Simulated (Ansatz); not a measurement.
**MnO (R-3m): other levels of theory at one geometry**

One table from this session's results is given with a row withheld; the runs are named, their logs left out.

Program: Ansatz 0.2.0. Level of theory: DFT at several levels, plane waves, PAW. These are calculated values, not measurements.

### The structure to begin with

Symmetry: R-3m, No. 166, trigonal system. Conventional cell: a = 3.210 Å, b = 3.210 Å, c = 7.709 Å, α = 90.00°, β = 90.00°, γ = 120.00°. Mn (site symmetry -3m) has 6 O at 2.25 Å in its first shell of neighbours. Around O (site symmetry -3m) lie 6 Mn at 2.25 Å.

Coordinates:

```cif
data_structure
_symmetry_space_group_name_H-M 'P 1'
_symmetry_Int_Tables_number 1
_cell_length_a 3.2097
_cell_length_b 3.2097
_cell_length_c 6.3362
_cell_angle_alpha 59.565
_cell_angle_beta 59.565
_cell_angle_gamma 60.000
_cell_volume 45.85
loop_
_atom_site_label
_atom_site_type_symbol
_atom_site_fract_x
_atom_site_fract_y
_atom_site_fract_z
_atom_site_occupancy
Mn1 Mn 0.00000 0.00000 0.00000 1
O1 O 0.50000 0.50000 0.25000 1
Mn2 Mn 0.00000 0.00000 0.50000 1
O2 O 0.50000 0.50000 0.75000 1
```

An earlier run at PBE+U (U_eff = 3.9 eV on Mn 3d) left this cell at 11.463 Å³/atom and 0.00 GPa (12×12×6 mesh), mesh gap 1.60 eV, spin moments in the atoms' spheres Mn 4.27, -4.27 μB. The large moments point both ways and cancel.

Levels to run: PBE+U with U = 7 eV on Mn 3d; PBE+U with U = 6 eV on Mn 3d; PBE+U with U = 1 eV on Mn 3d; PBE+U+SOC with U = 3.9 eV on Mn 3d, moments along [001]; HSE06; PBE+U+SOC with U = 3.9 eV on Mn 3d, moments along [111]. Hardware: 4 threads of Arm Neoverse V2, shared host.

Set-up of the first run:

Contents of input.yaml:

```yaml
crystal:
  lattice:
    - [0.0, 2.2695972285, 2.2695972285]
    - [2.2695972285, 0.0, 2.2695972285]
    - [4.4801717668, 4.4801717668, 0.0590226902]
  atoms:
    - { symbol: Mn, position: [0.0, 0.0, 0.0], spin: 4.7 }
    - { symbol: O, position: [0.5000000006, 0.5000000006, 0.2499999991] }
    - { symbol: Mn, position: [0.0, 0.0, 0.5], spin: -4.7 }
    - { symbol: O, position: [0.4999999994, 0.4999999994, 0.7500000009] }
basis:
  ecutwfc: 420
  ecutrho_ratio: 4
kpoints:
  mp_grid: { grid: [12, 12, 6] }
hamiltonian:
  xc: pbe
  hubbard: { sites: [{ species: Mn, l: d, u_eff: 7.0 }] }
scf:
  occupations: { method: gaussian, width: 0.05 }
  lower_state_search: "off"
output:
  forces: true
  stress: true
  eigenvalues: true
  populations: true
  hubbard: { sites: [{ species: Mn, l: d }] }
  dos: { projected: true, de: 0.02 }
magnetization:
  spin_polarized: true
checkpoint:
  read: start.run
  write: ck
  compress: false
  write_wavefunctions: false
  write_every: 100000
```

start.run holds the state of a PBE+U run on this cell.

The run is started by

```sh
> ansatz run input.yaml --threads 4 --pin off --max-ram 7168MiB --backend cpu --events-out ev --progress --plain --runs-dir out
```

Steps of the session up to this table: PBE+U with U = 7 eV on Mn 3d; PBE+U with U = 6 eV on Mn 3d; PBE+U with U = 1 eV on Mn 3d; Seeding on a coarse mesh: PBE+U+SOC with U = 3.9 eV on Mn 3d, moments along [001]; PBE+U+SOC with U = 3.9 eV on Mn 3d, moments along [001]; HSE06; Seeding on a coarse mesh: PBE+U+SOC with U = 3.9 eV on Mn 3d, moments along [111]; PBE+U+SOC with U = 3.9 eV on Mn 3d, moments along [111].

One table of the session follows, with a row left open; its other results are not shown here.

```
                                                  level  gap on the mesh (eV)  largest spin moment (μB)
                         PBE+U with U = 3.9 eV on Mn 3d                  1.60                      4.27
                           PBE+U with U = 1 eV on Mn 3d                     ?                         ?
                           PBE+U with U = 6 eV on Mn 3d                  1.83                      4.32
                           PBE+U with U = 7 eV on Mn 3d                  1.90                      4.34
PBE+U+SOC with U = 3.9 eV on Mn 3d, moments along [001]                  1.59                      4.27
PBE+U+SOC with U = 3.9 eV on Mn 3d, moments along [111]                  1.59                      4.27
                                                  HSE06                  2.73                      4.30
```

Q: Estimate the row for PBE+U with U = 1 eV on Mn 3d from the others.

The run gave: gap on the mesh (eV): 1.02; largest spin moment (μB): 4.17. In the column «gap on the mesh (eV)» it is the lowest.

Caveats from the session: Runs that start from the base's state can stay on it, so another U may have a lower state that wasn't reached. Warnings in the runs' records: stress scf threshold loose, stability check not made, stress exchange threshold loose.
